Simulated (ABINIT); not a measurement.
**GaN: single point with LDA**

**The experiment to reproduce.**

“Studying electronic properties in GaN without electrical contacts using γ-γ vs e−-γ Perturbed Angular Correlations”, 2019, pmc:6823545 quotes, for a bulk crystal of GaN: band gap 3.503 ± 0.005 eV (direct).

GaN:

```
CELL_PARAMETERS angstrom
3.18000 0.00000 0.00000
-1.59000 2.75396 0.00000
0.00000 0.00000 5.16600
ATOMIC_POSITIONS crystal
Ga 0.66667 0.33333 0.50000
Ga 0.33333 0.66667 0.00000
N 0.66667 0.33333 0.87500
N 0.33333 0.66667 0.37500
```

- Program: ABINIT 10.8.3 (patched build)
- Task: single point
- Functional: LDA
- Potentials or basis: PseudoDojo NC SR LDA v0.4.1 standard
- Cutoff: 980 eV
- k mesh: 8 × 8 × 4
- Occupations: fermi-dirac, width 0.05 eV
- Spin: no spin polarisation

```yaml
Largest_force: 0.126 eV/Å
Band_gap_on_the_k_mesh: 2.01 eV, direct
Valence_electrons_inside_the_program's_atomic_spheres: Ga 10.91; N 5.24
```

Forces on the atoms (eV/Å):
```
Ga   0.000  0.000 -0.126
Ga   0.000  0.000 -0.126
N    0.000  0.000  0.126
N    0.000  0.000  0.126
```

Levels at points of the mesh, in eV from the valence-band top:
| k point | band 15 | band 16 | band 17 | band 18 | band 19 | band 20 | band 21 | band 22 |
| --- | --- | --- | --- | --- | --- | --- | --- | --- |
| (0.00, 0.00, 0.00) | -1.07 | -0.06 | 0.00 | 0.00 | 2.01 | 4.23 | 9.11 | 9.78 |
| (0.50, 0.00, 0.00) | -4.32 | -2.81 | -2.30 | -1.00 | 4.95 | 5.55 | 5.96 | 8.54 |
| (0.00, 0.00, 0.50) | -0.55 | -0.55 | -0.55 | -0.55 | 4.26 | 4.26 | 8.40 | 8.40 |
| (0.50, 0.00, 0.50) | -1.98 | -1.98 | -1.94 | -1.94 | 4.34 | 4.34 | 7.70 | 7.70 |

It took 90 s on 1 thread of Arm Neoverse V1 (shared host), peak memory 0.09 GiB.

A measured gap of GaN is 3.503 eV (direct; quoted in “Studying electronic properties in GaN without electrical contacts using γ-γ vs e−-γ Perturbed Angular Correlations”, 2019, pmc:6823545); the calculated 2.01 eV misses it by -1.49 eV. Spin-orbit coupling on Ga is left out. The value is that of LDA, without temperature or zero-point motion. Semilocal functionals fall short of measured gaps as a rule.
